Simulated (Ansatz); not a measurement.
# NbN (rocksalt type): the cost of one run

Program: Ansatz 0.2.0. Level of theory: DFT LDA, with the methods named in each step. These are calculated values, not measurements.

## (1) The starting structure

Symmetry: Fm-3m, No. 225, cubic system. Conventional cell: a = 4.356 Å, b = 4.356 Å, c = 4.356 Å, α = 90.00°, β = 90.00°, γ = 90.00°. Nb (site symmetry m-3m) is surrounded by 6 N at 2.18 Å. N (site symmetry m-3m) is surrounded by 6 Nb at 2.18 Å.

As a file:

```
Nb N
1.0
     2.17780    2.17780    0.00000
    -2.17780    2.17780    0.00000
     0.00000    0.00000    4.35559
Nb N
2 2
Direct
  0.00000 0.00000 0.00000
  0.50000 0.50000 0.50000
  0.50000 0.50000 0.00000
  0.00000 0.00000 0.50000
```

Atoms are numbered in the order of the input: Nb1, Nb2, N3, N4.

## (2) Bulk in the slab's orientation, LAPW

input.yaml reads:

```yaml
crystal:
  lattice:
    - [2.1777971784, 2.1777971784, 0.0]
    - [-2.1777971784, 2.1777971784, 0.0]
    - [0.0, 0.0, 4.3555943568]
  atoms:
    - { symbol: Nb, position: [0.0, 0.0, 0.0] }
    - { symbol: Nb, position: [0.5, 0.5, 0.5] }
    - { symbol: "N", position: [0.5, 0.5, 0.0] }
    - { symbol: "N", position: [0.0, 0.0, 0.5] }
kpoints:
  mp_grid: { grid: [11, 11, 8] }
scf:
  occupations: { method: fermi_dirac, width: 0.05 }
hamiltonian:
  xc: lda
  pseudopotentials: { kind: all_electron, lapw: { basis_error: 0.001 } }
output:
  forces: true
  stress: true
  eigenvalues: true
```

Command:

```sh
$ ansatz run input.yaml --threads 2 --pin off --max-ram 4096MiB --backend cpu --events-out ev --progress --plain --runs-dir out
```

**Question.** How long does this run take on 2 threads of Arm Neoverse V2, shared host, and how much memory does it need?

About 34 s, with a peak of 0.74 GiB.
